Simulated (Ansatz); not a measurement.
**One geometry of Al$_{2}$Cu, one setting changed: set of potentials**

Method: Ansatz, DFT r2SCAN, scalar-relativistic, plane waves. The atoms stay where they are, in a cell that isn't relaxed at these levels; pressure is positive in compression.

```cif
data_structure
_symmetry_space_group_name_H-M 'P 1'
_symmetry_Int_Tables_number 1
_cell_length_a 4.1052
_cell_length_b 4.1052
_cell_length_c 2.8913
_cell_angle_alpha 90.000
_cell_angle_beta 90.000
_cell_angle_gamma 90.000
_cell_volume 48.73
loop_
_atom_site_label
_atom_site_type_symbol
_atom_site_fract_x
_atom_site_fract_y
_atom_site_fract_z
_atom_site_occupancy
Al1 Al 0.50000 0.00000 0.50000 1
Al2 Al 0.00000 0.50000 0.50000 1
Cu1 Cu 0.00000 0.00000 0.00000 1
```

```json
{
  "Γ-centred k-mesh": "10×10×14",
  "occupation rule": "Gaussian smearing, 0.1 eV",
  "spin treatment": "unpolarised"
}
```

| set of potentials | cutoff (eV) | gap on mesh (eV) | P (GPa) |
| --- | --- | --- | --- |
| PAW (default set) | 500 | metal | -2.2 |
| norm-conserving potentials | 1450 | metal | -2.3 |

Question: What do the runs give for PAW (harder set)?

Answer: They give:

| set of potentials | cutoff (eV) | gap on mesh (eV) | P (GPa) |
| --- | --- | --- | --- |
| PAW (harder set) | 900 | metal | -2.1 |

1 further run of this set didn't finish or converge.